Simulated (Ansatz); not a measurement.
# ZrGe2As4 monolayer in a perpendicular field, part 2 of 2

Aim: how the ZrGe2As4 monolayer screens a field along its normal, and what the field does to its bands. A positive field points along +c.

Ansatz 0.2.0; plane-wave DFT, PBE-D3(BJ), Ansatz PAW.

So far. Step 2 (Relaxation): The lattice constant a goes from 3.730 to 3.818 Å.

### 3. Single point, field 0

A sawtooth potential applies the field, turning back in the middle of the vacuum. With the dipole correction the typed value is the field outside the slab. The induced dipole is small, so the SCF threshold is tight.

The cell differs from the one that the last finished run ended in (c 50.570 → 28.202 Å).

input.yaml reads:

```yaml
crystal:
  lattice:
    - [3.8181822928, 0.0, 0.0]
    - [-1.9090911464, 3.3066428619, 0.0]
    - [0.0, 0.0, 28.2021379302]
  atoms:
    - { symbol: As, position: [0.0, 0.0, 0.3191247423] }
    - { symbol: Ge, position: [0.3333333333, 0.6666666667, 0.3590102026] }
    - { symbol: As, position: [0.3333333333, 0.6666666667, 0.4448325555] }
    - { symbol: Zr, position: [0.0, 0.0, 0.5] }
    - { symbol: As, position: [0.3333333333, 0.6666666667, 0.5551674445] }
    - { symbol: Ge, position: [0.3333333333, 0.6666666667, 0.6409897974] }
    - { symbol: As, position: [0.0, 0.0, 0.6808752577] }
kpoints:
  mp_grid: { grid: [12, 12, 1] }
  band_path:
    path: [[0, 0, 0], [0.5, 0, 0], [0.33333333, 0.33333333, 0], [0, 0, 0]]
    npoints: 16
hamiltonian:
  xc: pbe
  dispersion: d3bj
scf:
  occupations: { method: fermi_dirac, width: 0.02585 }
  convergence: { dr2_threshold: 1.0e-10 }
efield:
  axis: 3
  dipole_correction: true
  ramp_position: 0.97
  ramp_width: 0.06
  amplitude: 0
output:
  dos: { projected: true, e_range: [-6, 5] }
  write_potential: true
  write_density: true
  volumetric_format: npy
  elf: true
```

Run with:

```sh
> ansatz run input.yaml --threads 4 --pin off --max-ram 6144MiB --backend cpu --events-out ev --progress --plain --runs-dir out
```

Numbers of over 12 decimals in the logs are rounded to 6 here.

Log:

```text
[...]
Crystal: 7 atoms, lattice volume = 356.062 Å³
Basis set: ecut = 420 eV, 6947 PW (Γ)
Bands: 60, of which v1, the nominal top of the filled ones, is band 50 counted from 1 (49 counted from 0)
Symmetry: 6 space group operations
k-points: 19 of 144 (time reversal used)
[...]
SCF iter   1: F=—  HF=-32202.159465 eV  |F-HF|=—  |Δ(HF+E_count)|=         —  Δρ=2.91e-3  dr2=9.30e-2  ethr=1.77e-3  p=0.000 e·Å  D=1.10e-13 V/Å  ΔV_dip=-0.00 eV  dr2_dipole=3.62e-8  V_vac-E_F(+/−)=5.22/5.22 eV  ⟨swp⟩=6.7  Hψ=4240  notcnv=0  defer=13
efield: sawtooth ramp at fractional position 0.9700 (set: `efield.ramp_position`, or a place that a band, a saddle search or an elastic batch's reference lends), width 0.0600; the density the first Hamiltonian is built on has a dipole p = 0.000 e·Å; the dipole correction subtracts the counter field D = 1.10e-13 V/Å, which shifts the + side's vacuum level by -0.00 eV against the − side's; the planar-averaged density in the ramp window peaks in size at 8.6e-6 e/Å³
[...]
SCF iter   2: F=—  HF=-32202.171557 eV  |F-HF|=—  |Δ(HF+E_count)|=   1.21e-2  Δρ=1.99e-3  dr2=1.52e-1  ethr=9.30e-5  p=0.000 e·Å  D=4.66e-5 V/Å  ΔV_dip=-0.00 eV  dr2_dipole=1.67e-7  V_vac-E_F(+/−)=4.82/4.82 eV  ⟨swp⟩=3.4  Hψ=1869  notcnv=0  defer=49
[...]
SCF iter  11: F=-32202.154439 eV  HF=-32202.154439 eV  |F-HF|=5.82e-11  |Δ(HF+E_count)|=  4.37e-11  Δρ=6.64e-8  dr2=1.46e-11  ethr=1.00e-12  p=0.000 e·Å  D=7.86e-8 V/Å  ΔV_dip=-0.00 eV  dr2_dipole=1.17e-12  V_vac-E_F(+/−)=5.07/5.07 eV  ⟨swp⟩=9.7  Hψ=3490  notcnv=0
SCF 1 converged in 11 iterations: F = -32202.154439 eV  dr2 = 1.46e-11
[...]
NSCF: frozen V_eff on 49 k-points
efield: sawtooth ramp at fractional position 0.9700 (kept from the solve that this one continues, or follows in the run), width 0.0600; the density the first Hamiltonian is built on has a dipole p = 0.000 e·Å; the dipole correction subtracts the counter field D = 7.86e-8 V/Å, which shifts the + side's vacuum level by -0.00 eV against the − side's; the planar-averaged density in the ramp window peaks in size at 6.2e-6 e/Å³
[...]
SCF converged after 11 iterations
Free energy (F): -32202.154439 eV
[...]
Internal energy: -32202.152020 eV  (E = F + TS)
E sigma→0 (E₀):  -32202.153229 eV
Entropy (-TS):   -0.002419 eV (-0.346 meV/atom)
Fermi energy:    1.406199 eV
Dipole field:    D = -0.000001 V/Å  (p = -0.000002 e·Å, saw-weighted, corrected)
Work function:   Φ+ = 5.0661 eV   Φ− = 5.0660 eV
Levels:          The Fermi level and band energies are counted from a zero that moves with the ramp; work functions are not
[...]
--- Band table (eV; the first three rows and the last of 19) ---
  k-point 0: bands = [... 46 lower, 0.8830, 0.8830, 1.4762, 1.4762, 2.0760, 2.6221, 3.1034, 4.4789, ... 6 higher]
  k-point 1: bands = [... 46 lower, 0.7424, 0.7463, 1.3140, 1.3536, 2.3002, 3.2742, 3.4470, 4.3701, ... 6 higher]
  k-point 2: bands = [... 46 lower, 0.5697, 0.5827, 0.9459, 1.0603, 2.2186, 3.5022, 3.5036, 4.4374, ... 6 higher]
  k-point 18: bands = [... 46 lower, -0.8422, -0.6897, 0.1586, 0.9668, 2.7192, 2.8101, 3.6507, 3.9785, ... 6 higher]
```

It took 14 s on 4 threads of AMD EPYC 9R14 (Zen 4), shared host; peak memory 1.3 GiB; 56 s of CPU time.

This step gave:

```yaml
energy_at_zero_smearing: -32202.1532 eV
work_function_upper_face: 5.066 eV
dipole_along_the_normal: -1.99e-6 e·Å
```

Running mean over a fixed 2.8 Å (it still follows the layers) of the planar mean; the ramp of the sawtooth is left out. The electron's electrostatic potential energy less the Fermi level by z:

z (Å), electron's electrostatic potential energy less the Fermi level (eV) and a bar from the least value:
```
      3.5       5.07 ##############################
      4.0       5.07 ##############################
      4.5       5.07 ##############################
      5.0       5.06 ##############################
      5.5       5.05 ##############################
      6.0       5.01 ##############################
      6.5       4.83 #############################
      7.0       4.15 ############################
      7.5       2.98 #########################
      8.0       1.52 #####################
      8.5      -0.65 ###############
      9.0      -2.65 ##########
      9.5      -3.74 #######
     10.0      -3.38 ########
     10.5      -2.81 ##########
     11.0      -2.01 ############
     11.5      -0.83 ###############
     12.0      -0.58 ###############
     12.5      -2.00 ############
     13.0      -4.57 #####
     13.5      -5.97 #
     14.0      -6.48 
     14.5      -6.24 #
     15.0      -5.34 ###
     15.5      -3.05 #########
     16.0      -0.89 ###############
     16.5      -0.58 ###############
     17.0      -1.48 #############
     17.5      -2.60 ##########
     18.0      -3.10 #########
     18.5      -3.74 #######
     19.0      -3.26 ########
     19.5      -1.52 #############
     20.0       0.69 ###################
     20.5       2.47 #######################
     21.0       3.69 ##########################
     21.5       4.65 #############################
     22.0       4.96 ##############################
     22.5       5.04 ##############################
     23.0       5.06 ##############################
     23.5       5.06 ##############################
     24.0       5.07 ##############################
     24.5       5.07 ##############################
     25.0       5.07 ##############################
```

The density of states has structure finer than the step of the table below, so its rows give means over 0.25 eV, whole bins alone (the curve runs from -6 to 1.99 eV). Peaks (eV: height): -4.040: 10.7, -3.520: 9.30, -2.830: 7.88, -1.670: 11.8, -0.950: 10.7, -0.820: 13.8, 1.640: 8.90.

Density of states against energy, zero at the Fermi level; means over each step:

| energy (eV) | density of states (states/eV a cell) |
| --- | --- |
| -5.75 | 0.621 |
| -5.50 | 0.845 |
| -5.25 | 0.00837 |
| -5.00 | 0 |
| -4.75 | 0 |
| -4.50 | 0 |
| -4.25 | 1.44 |
| -4.00 | 5.19 |
| -3.75 | 3.83 |
| -3.50 | 5.08 |
| -3.25 | 2.75 |
| -3.00 | 4.39 |
| -2.75 | 4.24 |
| -2.50 | 4.58 |
| -2.25 | 4.55 |
| -2.00 | 5.43 |
| -1.75 | 7.56 |
| -1.50 | 5.02 |
| -1.25 | 4.08 |
| -1.00 | 6.47 |
| -0.75 | 7.83 |
| -0.50 | 4.60 |
| -0.25 | 1.74 |
| 0.00 | 0.859 |
| 0.25 | 1.43 |
| 0.50 | 2.74 |
| 0.75 | 2.41 |
| 1.00 | 1.16 |
| 1.25 | 0.161 |
| 1.50 | 3.07 |
| 1.75 | 3.70 |

Projected DOS per atom over height of the atomic layer and energy from the Fermi level. Layers: As Ge As Zr As Ge As from below.

Values in states/eV, 22 rows by 7 columns, each cell a mean:
```
0.57 0.50 0.18 0.57 0.18 0.50 0.57
0.36 0.31 0.15 0.53 0.15 0.31 0.36
0.03 0.02 0.03 0.31 0.03 0.02 0.03
0.19 0.14 0.09 1.63 0.09 0.14 0.19
0.11 0.12 0.10 1.31 0.10 0.12 0.11
0.06 0.03 0.17 0.42 0.17 0.03 0.06
0.17 0.04 0.82 0.62 0.82 0.04 0.17
0.87 0.20 1.79 1.47 1.79 0.20 0.87
0.91 0.27 1.06 1.00 1.06 0.27 0.91
1.02 0.46 0.73 0.72 0.73 0.46 1.02
1.45 0.59 0.93 0.77 0.93 0.59 1.45
0.78 0.56 0.70 0.55 0.70 0.56 0.78
0.68 0.59 0.53 0.56 0.53 0.59 0.68
0.67 0.56 0.83 0.73 0.83 0.56 0.67
0.45 0.43 0.51 0.40 0.51 0.43 0.45
0.60 0.68 0.84 0.57 0.84 0.68 0.60
0.64 0.77 0.66 0.38 0.66 0.77 0.64
0.07 0.08 0.04 0.02 0.04 0.08 0.07
0.00 0.00 0.00 0.00 0.00 0.00 0.00
0.00 0.00 0.00 0.00 0.00 0.00 0.00
0.12 0.12 0.08 0.01 0.08 0.12 0.12
0.11 0.11 0.06 0.01 0.06 0.11 0.11
```
Columns: height of the atomic layer (Å) from 9 to 19.2 (not evenly spaced); rows upwards: energy from the Fermi level (eV) from -5.96 to 1.96.

The electronic bands at the labelled points (eV, zero at the Fermi level):

| point | band 47 | band 48 | band 49 | band 50 | band 51 | band 52 | band 53 | band 54 |
| --- | --- | --- | --- | --- | --- | --- | --- | --- |
| Γ | -0.52 | -0.52 | 0.07 | 0.07 | 0.67 | 1.22 | 1.70 | 3.07 |
| halfway | -1.20 | -0.83 | -0.68 | -0.66 | 0.52 | 1.81 | 1.85 | 2.76 |
| M | -1.61 | -1.35 | -1.21 | -0.08 | -0.04 | 1.42 | 1.46 | 2.48 |
| halfway | -1.75 | -1.56 | -1.04 | -0.69 | 0.60 | 1.72 | 2.42 | 2.83 |
| K | -2.25 | -2.10 | -1.25 | -0.44 | 1.31 | 1.40 | 2.24 | 2.57 |
| halfway | -1.47 | -0.94 | -0.77 | -0.68 | 0.57 | 2.26 | 2.92 | 3.07 |
| Γ | -0.52 | -0.52 | 0.07 | 0.07 | 0.67 | 1.22 | 1.70 | 3.07 |

Valence density in the ca plane at fractional y = 0.667, with atoms of Ge and As within 0.2 Å of it. It is the smooth field of the valence electrons, not physical close to the nuclei.

Ten steps, logarithmic in the rise over the least value, from '0' (0 e/Å³) to '9' (39 e/Å³), each cell a mean:
```
00000000001110000000000011000000000001110000
00000000011110000000000111000000000001110000
00000000001110000000000000000000000001100000
00000000000111100001111000111110000111100000
00000000000122211112321100123321112221100000
00000000000147631126762101147742125762100000
00000000000259942137973101258852127983100000
00000000000136631125752101146641124652100000
00000000000112211112221100122211111221100000
00000000000111000001111000111100000111100000
```
Columns run along c (16.0 Å, from fractional 0.19 to 0.76 of the cell), rows up along a (3.8 Å). Atoms in or near the plane, at fractional coordinates: Ge at (0.36, 0.33), As at (0.44, 0.33), As at (0.56, 0.33), Ge at (0.64, 0.33).

ELF in the ca plane at fractional y = 0.667, with atoms of Ge and As within 0.2 Å of it. It is the smooth field of the valence electrons, not physical close to the nuclei.

Values, 6 rows by 16 columns, each cell a mean:
```
0.00 0.09 0.49 0.60 0.50 0.21 0.11 0.30 0.16 0.16 0.30 0.11 0.21 0.51 0.61 0.48
0.00 0.07 0.42 0.58 0.54 0.27 0.19 0.45 0.19 0.19 0.45 0.19 0.28 0.54 0.58 0.42
0.00 0.01 0.12 0.33 0.47 0.38 0.54 0.67 0.44 0.45 0.67 0.53 0.38 0.47 0.32 0.11
0.00 0.00 0.02 0.17 0.20 0.23 0.61 0.29 0.44 0.45 0.29 0.62 0.22 0.21 0.16 0.02
0.00 0.00 0.03 0.20 0.27 0.27 0.61 0.41 0.46 0.47 0.41 0.61 0.26 0.27 0.19 0.03
0.00 0.03 0.20 0.42 0.54 0.39 0.46 0.69 0.37 0.39 0.69 0.45 0.39 0.54 0.41 0.20
```
Columns run along c (16.0 Å, from fractional 0.19 to 0.76 of the cell), rows up along a (3.8 Å). Atoms in or near the plane, at fractional coordinates: Ge at (0.36, 0.33), As at (0.44, 0.33), As at (0.56, 0.33), Ge at (0.64, 0.33).

Electrostatic potential energy in the ca plane at fractional y = 0.667, with atoms of Ge and As within 0.2 Å of it. With pseudopotentials it is smooth inside the atoms' cores, unlike the true potential.

Ten even steps from '0' (-32 eV) to '9' (6 eV), each cell a mean:
```
99999999987788999999998766789999999988788999
99999999987789999999998766789999999988778999
99999999988888999999998767889999999988888999
99999999998877789988788888887789988778889999
99999999998742258864446888754457863236899999
99999999998500016747974788559955730002799999
99999999998400015649994788579965620001789999
99999999998510026747865788658846740003799999
99999999998753368875457888754468874346899999
99999999998887889998888877888889988788889999
```
Columns run along c (16.0 Å, from fractional 0.19 to 0.76 of the cell; values clipped at the 3rd and 97th percentile), rows up along a (3.8 Å). Atoms in or near the plane, at fractional coordinates: Ge at (0.36, 0.33), As at (0.44, 0.33), As at (0.56, 0.33), Ge at (0.64, 0.33).

The work function of the upper face is 5.07 eV.

### 4. Atoms held, field 0.1 V/Å

input.yaml: that of step 3 with these lines changed.

```diff
@@ -29,5 +29,4 @@
   ramp_width: 0.06
-  amplitude: 0
+  amplitude: 0.1
 output:
-  dos: { projected: true, e_range: [-6, 5] }
   write_potential: true
@@ -35,2 +34 @@
   volumetric_format: npy
-  elf: true
```

Log:

```text
[...]
Crystal: 7 atoms, lattice volume = 356.062 Å³
Basis set: ecut = 420 eV, 6947 PW (Γ)
Bands: 60, of which v1, the nominal top of the filled ones, is band 50 counted from 1 (49 counted from 0)
Symmetry: 6 space group operations
k-points: 19 of 144 (time reversal used)
[...]
k-point 0: bands = [... 46 lower, 0.8837, 0.8837, 1.4758, 1.4758, 2.0750, 2.6217, 3.1033, 4.4769, ... 6 higher]
  k-point 1: bands = [... 46 lower, 0.7420, 0.7467, 1.3135, 1.3532, 2.2996, 3.2719, 3.4484, 4.3664, ... 6 higher]
  k-point 2: bands = [... 46 lower, 0.5694, 0.5824, 0.9455, 1.0599, 2.2182, 3.4827, 3.5218, 4.4358, ... 6 higher]
  k-point 18: bands = [... 46 lower, -0.8427, -0.6903, 0.1581, 0.9666, 2.7188, 2.8094, 3.6502, 3.9781, ... 6 higher]
[key lines of the parts left out:]
SCF converged after 13 iterations
Free energy (F): -32202.158757 eV
Fermi energy:    1.405767 eV
Dipole field:    D = 0.043888 V/Å  (p = 0.086360 e·Å, saw-weighted, corrected)
```

The job ended after 15 s (4 threads; peak memory 1.2 GiB).

The dipole is 0.0864 e·Å.

### 5. Single point, field -0.1 V/Å

input.yaml: that of step 4 with these lines changed.

```diff
@@ -29,3 +29,3 @@
   ramp_width: 0.06
-  amplitude: 0.1
+  amplitude: -0.1
 output:
```

Log:

```text
[...]
Crystal: 7 atoms, lattice volume = 356.062 Å³
Basis set: ecut = 420 eV, 6947 PW (Γ)
Bands: 60, of which v1, the nominal top of the filled ones, is band 50 counted from 1 (49 counted from 0)
Symmetry: 6 space group operations
k-points: 19 of 144 (time reversal used)
[...]
k-point 0: bands = [... 46 lower, 0.8837, 0.8837, 1.4758, 1.4758, 2.0750, 2.6217, 3.1033, 4.4769, ... 6 higher]
  k-point 1: bands = [... 46 lower, 0.7420, 0.7467, 1.3135, 1.3532, 2.2996, 3.2719, 3.4484, 4.3664, ... 6 higher]
  k-point 2: bands = [... 46 lower, 0.5694, 0.5824, 0.9455, 1.0599, 2.2182, 3.4827, 3.5218, 4.4358, ... 6 higher]
  k-point 18: bands = [... 46 lower, -0.8427, -0.6903, 0.1581, 0.9666, 2.7188, 2.8094, 3.6502, 3.9781, ... 6 higher]
[key lines of the parts left out:]
SCF converged after 13 iterations
Free energy (F): -32202.158757 eV
Fermi energy:    1.405768 eV
Dipole field:    D = -0.043889 V/Å  (p = -0.086361 e·Å, saw-weighted, corrected)
```

The job ended after 14 s (4 threads; peak memory 1.1 GiB; 56 s of CPU time).

The dipole is -0.0864 e·Å.

### 6. Response, atoms held

This step: plane-wave DFT, PBE-D3(BJ), Ansatz PAW; response to a field along the normal, atoms held (Ansatz 0.2.0).

The dipoles give the slope, and the difference of two potentials shows where the field is screened.

This step gave:

```yaml
equivalent_conductor_thickness_p_eps_0ae: 12.38 Å
distance_between_the_outer_atoms: 10.20 Å
```

Dipole of the cell against applied field:

| applied field (V/Å) | dipole of the cell (e·Å) |
| --- | --- |
| -0.1000 | -0.0864 |
| 0.0000 | -2.0e-6 |
| 0.1000 | 0.0864 |

Local field over the applied field, running mean. From the potentials at -0.1 and 0.1 V/Å; running mean over 2.5 Å. The local field over applied field by z:

z (Å), local field over applied field and a bar:
```
        5      0.993 ##############################
        6      0.952 #############################
        7      0.763 #######################
        8      0.420 ############
        9      0.114 ###
       10      0.042 #
       11      0.053 #
       12      0.037 #
       13      0.026 
       14      0.018 
       15      0.028 
       16      0.028 
       17      0.058 #
       18      0.041 #
       19      0.081 ##
       20      0.348 ##########
       21      0.700 #####################
       22      0.931 ############################
       23      0.990 ##############################
       24      0.999 ##############################
```

Electrons, planar mean, per unit field. Table of induced electron density by z:

| z (Å) | induced electron density (e/Å³ per V/Å) |
| --- | --- |
| 4.5 | 9.8e-6 |
| 5.0 | 2.9e-5 |
| 5.5 | 8.6e-5 |
| 6.0 | 2.4e-4 |
| 6.5 | 6.0e-4 |
| 7.0 | 0.00141 |
| 7.5 | 0.00275 |
| 8.0 | 0.00341 |
| 8.5 | 0.00152 |
| 9.0 | 7.9e-4 |
| 9.5 | 5.6e-4 |
| 10.0 | -7.2e-4 |
| 10.5 | -8.9e-4 |
| 11.0 | 5.4e-4 |
| 11.5 | 2.9e-4 |
| 12.0 | -9.1e-5 |
| 12.5 | 6.5e-4 |
| 13.0 | 2.5e-4 |
| 13.5 | -0.00104 |
| 14.0 | -2.5e-4 |
| 14.5 | 9.3e-4 |
| 15.0 | 3.4e-4 |
| 15.5 | -6.0e-4 |
| 16.0 | -2.8e-4 |
| 16.5 | 2.4e-5 |
| 17.0 | -6.0e-4 |
| 17.5 | 1.9e-4 |
| 18.0 | 0.00120 |
| 18.5 | -2.1e-4 |
| 19.0 | -6.5e-4 |
| 19.5 | -0.00100 |
| 20.0 | -0.00290 |
| 20.5 | -0.00323 |
| 21.0 | -0.00190 |
| 21.5 | -8.6e-4 |
| 22.0 | -3.5e-4 |
| 22.5 | -1.3e-4 |
| 23.0 | -4.6e-5 |
| 23.5 | -1.5e-5 |
| 24.0 | -5.0e-6 |

By hand: between -0.1 and 0.1 V/Å the dipole changes by 0.1727 e·Å, a slope of 0.8636 e·Å²/V. A perfect conductor of thickness t has p = ε₀AEt, so t = 180.95 × 0.8636 / 12.625 = 12.38 Å (e/ε₀ = 180.95 V·Å, A in Å²).

The induced dipole is that of a conductor 12.38 Å thick.

### 7. What came out

| Quantity | Value |
| --- | --- |
| gap without field | none |
| work function, upper face | 5.07 eV |
| equivalent conductor thickness, atoms held | 12.4 Å |

**Reading.** The induced dipole equals that of a perfect conductor 12.38 Å thick, while the outer atoms lie 10.20 Å apart. There is no gap over 0.03 eV, with or without the field. The main runs have no spin polarisation; a magnetic state could lie lower and would change these results. Spin-orbit coupling is left out. The outer anions sit over the metal atoms, one of several polytypes of such layers and not the lowest for every compound.

[Logs are printed without paths, hosts, clocks, repeated set-up lines and the standing remarks that a program may print on its own settings, such as how far it seeks lower states.]

[Hosts, paths, dates, database ids (printed as entryN), source tags and the programs' standing remarks are cut or masked in the printed files.]

[Maps of the electrostatic potential energy from Ansatz leave out the sawtooth potential of an applied field or a dipole correction, so their vacuum need not be flat; planar profiles and work functions include it.]

[The density of states shown here was stored with 400 of the rows of the run's finer table, so its peaks can read low, often by over a quarter, or be missed, and its means over a window can be off by a tenth or more.]
